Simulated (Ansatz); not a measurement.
## LaH3: the change of energy above given cell and pressure with volume ratio

Results calculated with Ansatz 0.2.0, not measured. Plane-wave density functional theory, PAW datasets, Gaussian smearing 0.05 eV: equation of state, the given zero-pressure cell scaled in volume with shape and atoms relaxed.

The cell before it is scaled or strained (space group I4/mmm, No. 139):
```
cell vectors (Å)
  -1.9226     1.9226     2.7631
   1.9226    -1.9226     2.7631
   1.9226     1.9226    -2.7631
atoms (fractions of the cell vectors)
H   0.75000  0.25000  0.50000
H   0.25000  0.75000  0.50000
H   0.50000  0.50000  0.00000
La  0.00000  0.00000  0.00000
```

Settings of every row: functional LDA; exact exchange fraction 0; fraction rule fixed; exchange screening 0 Å⁻¹; dispersion none; spin treatment none; moment partition spheres; spin axis none; wave cutoff 420 eV; k mesh 8x8x8.

Atom hubbard u: 0 on all atoms.

Limits: no spin-orbit coupling, which matters for these elements; the cell comes from a prototype or a list of computed structures and needn't be the stable phase.

| row | volume ratio | V (Å³/atom) | energy above given cell (meV per atom) | pressure (GPa) |
| --- | --- | --- | --- | --- |
| 1 | 0.96 | 9.805 | 4.8 | 3.92 |
| 2 | 0.98 | 10.009 | ? | ? |
| 3 | 1 | 10.214 | 0 | -0.03 |
| 4 | 1.02 | 10.418 | 1.15 | -1.74 |
| 5 | 1.04 | 10.622 | 4.37 | -3.3 |

Question: what energy above given cell and pressure should row 2 give?

Worked fit of energy above given cell. Take u = (V_r/V)^(2/3) − 1 with V_r = 10.316 Å³ an atom, which is twice the finite (Eulerian) strain; such expansions in the strain, on which the Birch-Murnaghan equation of state is built, carry the rest volume and the bulk modulus. The shown rows have u = 0.03445, 0.00665, -0.00654, -0.0193. Least squares give energy above given cell = 0.304 − 88.14 × u + 6346.9 × u² meV per atom; a straight line predicts inner rows, each left out in turn, worse (root mean square 2.8 against 0.0039 meV per atom). All shown rows lie on it to the printed digit. Its lowest point lies at u = 0.0069, or V = 10.21 Å³ an atom, and the curvature there gives the bulk modulus with shape and atoms relaxed, B = (4/9)(1 + u)² E″(u)/V = 89.8 GPa. The withheld row has u = 0.02035, so the fit gives 0.304 − 88.14 × (0.02035) + 6346.9 × (0.02035)² = 1.14 meV per atom.

The calculation gave 1.14 meV per atom. The fit meets it to the printed digit.

Worked fit of pressure. Take u = (V_r/V)^(2/3) − 1 with V_r = 10.316 Å³ an atom, which is twice the finite (Eulerian) strain; such expansions in the strain, on which the Birch-Murnaghan equation of state is built, carry the rest volume and the bulk modulus. The shown rows have u = 0.03445, 0.00665, -0.00654, -0.0193. Least squares give pressure = −0.905 + 129.8 × u + 297.9 × u² GPa; a straight line predicts inner rows, each left out in turn, worse (root mean square 0.13 against 0.0029 GPa). All shown rows lie on it to the printed digit. The pressure vanishes at u = 0.0069, or V = 10.21 Å³ an atom, and there the bulk modulus with shape and atoms relaxed is B = −V dP/dV = (2/3)(1 + u) dP/du = 89.9 GPa. The withheld row has u = 0.02035, so the fit gives −0.905 + 129.8 × (0.02035) + 297.9 × (0.02035)² = 1.86 GPa.

The calculation gave 1.85 GPa. The fit lies 0.01 GPa (0.14 % of the column's range) above it, one unit of the last digit.
